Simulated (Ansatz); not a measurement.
## TiO₂: energy above lowest point against volume scale

Free energy against uniform scaling of the volume at fixed shape and fractions; periodic cell, basis, potentials, k mesh and filling as listed. The results are calculated, by Ansatz 0.2.0.

The cell before it is scaled or strained (space group C2/c, No. 15):
```
TiO2
1.0
      2.7060    -2.7067     0.0000
      2.7060     2.7067     0.0000
     -2.6335     0.0000     4.7966
Ti O
2 4
Direct
  0.13411 0.86589 0.25000
  0.86589 0.13411 0.75000
  0.33122 0.08876 0.66715
  0.66878 0.91124 0.33285
  0.91124 0.66878 0.83285
  0.08876 0.33122 0.16715
```

Settings of every row: functional PBEsol; dispersion D3(BJ)+ATM; potentials PAW; wave cutoff 476.2 eV; density cutoff 1904.8 eV; k mesh 6x6x4; k shift 0x0x0; occupations fixed; smearing width 0 eV; spin none.

Limits: the cell comes from a prototype or a list of computed structures and needn't be the stable phase.

```
row  volume scale  V (Å³/atom)  energy above lowest point (meV/atom)
  1          0.92       10.774                                  10.2
  2        0.9467       11.086                                     0
  3        0.9733       11.398                                   2.7
  4             1       11.711                                  16.6
  5        1.0267       12.023                                  40.2
  6        1.0533       12.335                                     ?
  7          1.08       12.647                                 111.2
```

Question: what energy above lowest point should row 6 give?

Worked fit of energy above lowest point. Take u = (V_r/V)^(2/3) − 1 with V_r = 11.555 Å³ an atom, which is twice the finite (Eulerian) strain; such expansions in the strain, on which the Birch-Murnaghan equation of state is built, carry the rest volume and the bulk modulus. The shown rows have u = 0.04776, 0.02801, 0.00916, -0.0089, -0.02612, -0.05842. Least squares give energy above lowest point = 8.38 − 775.9 × u + 16956 × u² + 1878 × u³ meV/atom; a parabola predicts inner rows, each left out in turn, worse (root mean square 0.093 against 0.038 meV/atom). All shown rows lie on it to the printed digit. Its lowest point lies at u = 0.0228, or V = 11.17 Å³ an atom, and the curvature there gives the bulk modulus at fixed shape and fractions, B = (4/9)(1 + u)² E″(u)/V = 228 GPa. Letting shape and atoms relax would as a rule lower it, by much in layered, chain or molecular crystals. The withheld row has u = -0.04261, so the fit gives 8.38 − 775.9 × (-0.04261) + 16956 × (-0.04261)² + 1878 × (-0.04261)³ = 72.1 meV/atom.

The calculation gave 72.1 meV/atom. The fit meets it to the printed digit.
